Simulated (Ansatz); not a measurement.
An input for Ansatz 0.2.0 (BN):

File input.yaml:

```yaml
crystal:
  lattice:
    - [0.0, 3.49531583, 2.16609124]
    - [1.2516321, 0.0, 2.16609124]
    - [1.2516321, 3.49531583, 0.0]
  atoms:
    - { symbol: "N", position: [0.66665134, 0.66665134, 0.33334866] }
    - { symbol: B, position: [4.865e-05, 4.865e-05, 0.99995135] }
kpoints:
  mp_grid: { grid: [10, 10, 10] }
scf:
  occupations: { method: fermi_dirac, width: 0.05 }
hamiltonian:
  xc: hse06
  pseudopotentials: { kind: all_electron, datasets: crystal }
output:
  forces: true
```

Potentials or basis: all-electron PAW datasets made for the crystal.

Launch:

```console
$ ansatz run input.yaml --threads 1 --pin off --max-ram 3072MiB --backend cpu --events-out ev --progress --plain --runs-dir out
```

Problem. How does this run end?

Solution. The run stopped without a result. It printed:

Output:

```text
[... 13 lines left out ...]
Error: memory limit exceeded: the `hybrid cycle` phase needs 5.18 GiB against the run's memory maximum of 3.00 GiB; largest carriers: site augmentations 4.68 GiB, unmodelled-tail allowance 0.28 GiB, fock builder tables 0.11 GiB, ion tables 0.06 GiB, hybrid outer scf state 0.02 GiB; this run sums exchange and correlation above basis.xc_grid: 1 (its plan line states the level, which a resume's fixed deck keeps): xc box scratch, where this phase holds it, is freed by typing basis.xc_grid: 1 where that is served, the dense box, on which forces and the stress change with where the atoms sit on the grid; above 1 it holds sets of fields, each of the dense FFT grid's size, one where xc_sum_sets_ram_shed is told, and more where that grid is small for the threads, which a lower --threads can ease, or where more sets divide its points along the first axis more evenly among the threads; basis.xc_gri
```
